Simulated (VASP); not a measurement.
Output of a VASP run:

OSZICAR:
```
       N       E                     dE             d eps       ncg     rms          rms(c)
DAV:   1     0.978829609046E+02    0.97883E+02   -0.65783E+03   480   0.112E+03
DAV:   2     0.963950072004E+00   -0.96919E+02   -0.90330E+02   724   0.175E+02
DAV:   3    -0.623465309936E+01   -0.71986E+01   -0.71815E+01   592   0.565E+01
DAV:   4    -0.630743298428E+01   -0.72780E-01   -0.72757E-01   544   0.676E+00
DAV:   5    -0.630806981675E+01   -0.63683E-03   -0.63667E-03   616   0.617E-01    0.180E+00
DAV:   6    -0.606192177552E+01    0.24615E+00   -0.37448E-01   548   0.305E+00    0.110E+00
DAV:   7    -0.602090266640E+01    0.41019E-01   -0.18484E-01   600   0.219E+00    0.592E-01
DAV:   8    -0.602380086818E+01   -0.28982E-02   -0.13058E-02   540   0.811E-01    0.965E-02
DAV:   9    -0.602427155141E+01   -0.47068E-03   -0.24016E-03   572   0.301E-01    0.801E-02
DAV:  10    -0.602432266170E+01   -0.51110E-04   -0.16581E-04   556   0.105E-01    0.115E-02
DAV:  11    -0.602432875458E+01   -0.60929E-05   -0.33612E-05   572   0.366E-02    0.473E-03
DAV:  12    -0.602432874712E+01    0.74623E-08   -0.74320E-06   556   0.170E-02
   1 F= -.60243287E+01 E0= -.60243287E+01  d E =-.102231E-18
```

**OUTCAR**
```
------------------------ aborting loop because EDIFF is reached ----------------------------------------
  FORCE on cell =-STRESS in cart. coord.  units (eV):
  Direction    XX          YY          ZZ          XY          YZ          ZX
  --------------------------------------------------------------------------------------
  Total        0.0120068      0.0120068      0.0120068      0.0000000      0.0000000      0.0000000
  in kB        0.2272503      0.2272503      0.2272503      0.0000000      0.0000000      0.0000000
  external PRESSURE =       0.2272503 kB  Pullay stress =       0.0000000 kB
  volume of cell :       84.65
      direct lattice vectors                 reciprocal lattice vectors
     4.390808242  0.000000000  0.000000000     0.227748502  0.000000000  0.000000000
     0.000000000  4.390808242  0.000000000     0.000000000  0.227748502  0.000000000
     0.000000000  0.000000000  4.390808242     0.000000000  0.000000000  0.227748502
 POSITION                                       TOTAL-FORCE (eV/Angst)
 -----------------------------------------------------------------------------------
      0.00000      0.00000      0.00000         0.000000      0.000000      0.000000
      2.19540      2.19540      2.19540         0.000000      0.000000      0.000000
 -----------------------------------------------------------------------------------
    total drift:                                0.000000      0.000000      0.000000
  FREE ENERGIE OF THE ION-ELECTRON SYSTEM (eV)
  ---------------------------------------------------
  free  energy   TOTEN  =        -6.0243287471 eV

  energy  without entropy=       -6.0243287471  energy(sigma->0) =       -6.02432875
```
(Selected blocks of OUTCAR.)

**POSCAR**
```
CsBr
1
    4.3908082423     0.0000000000     0.0000000000
    0.0000000000     4.3908082423     0.0000000000
    0.0000000000     0.0000000000     4.3908082423
Cs Br
1 1
Direct
  0.0000000000   0.0000000000   0.0000000000
  0.5000000000   0.5000000000   0.5000000000
```

**Question.** Reconstruct the remaining input files.

**Answer.** This is not unique; one that fits is the input of the run itself, PBE GGA, plane waves, VASP's PBE PAW potentials (set 64).

### INCAR
```
SYSTEM = CsBr
PREC = Accurate; ENCUT = 520; LREAL = .FALSE.
LASPH = .TRUE.
EDIFF = 1E-6; NELM = 100; ALGO = Normal
LMAXMIX = 4
ISMEAR = 0; SIGMA = 0.05
GGA = PE
LWAVE = .FALSE.; LCHARG = .TRUE.
```

File KPOINTS:
```
Regular mesh
0
Gamma
 6 6 6
```

POTCAR, in this order: Cs_sv Br (PBE.64 set). Program: vasp_std.

The compound is CsBr in the CsCl type structure. It was relaxed first, which changed the volume by +7 %.
